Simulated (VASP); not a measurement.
MoS2:

```
Mo S
1.0
     0.00000    2.99595    2.99595
     2.99595    0.00000    2.99595
     2.99595    2.99595    0.00000
Mo S
1 2
Direct
  0.00000 0.00000 0.00000
  0.25000 0.25000 0.25000
  0.75000 0.75000 0.75000
```

Measurements of this composition are mostly on another form, of space group No. 194.

Base run:

* Program: VASP 6.6.1
* Functional: PBE
* Potentials or basis: VASP PAW PBE potentials, release 64 (Mo_sv, S)
* Cutoff: 520 eV
* k mesh: 6 × 6 × 6
* Occupations: gaussian, width 0.05 eV
* Spin: collinear spin, random start
* Starting moments: [-0.4, 0.0, 0.0] μB
* Hubbard terms: Mo d U = 5 eV

Its results: band gap on the k mesh none (metal or under the smearing width); pressure 5.2 GPa.

**Question.** The run is repeated on the same cell with these changes: spin from collinear spin, random start to no spin polarisation; further incar settings from ALGO = Normal; EDIFF = 1e-06 to ALGO = Fast; EDIFF = 1e-07. What comes out?

**Answer.** Band gap on the k mesh none (metal or under the smearing width); pressure -3.6 GPa.

Caveats: U without spin polarisation on a metal has little footing (some runs).
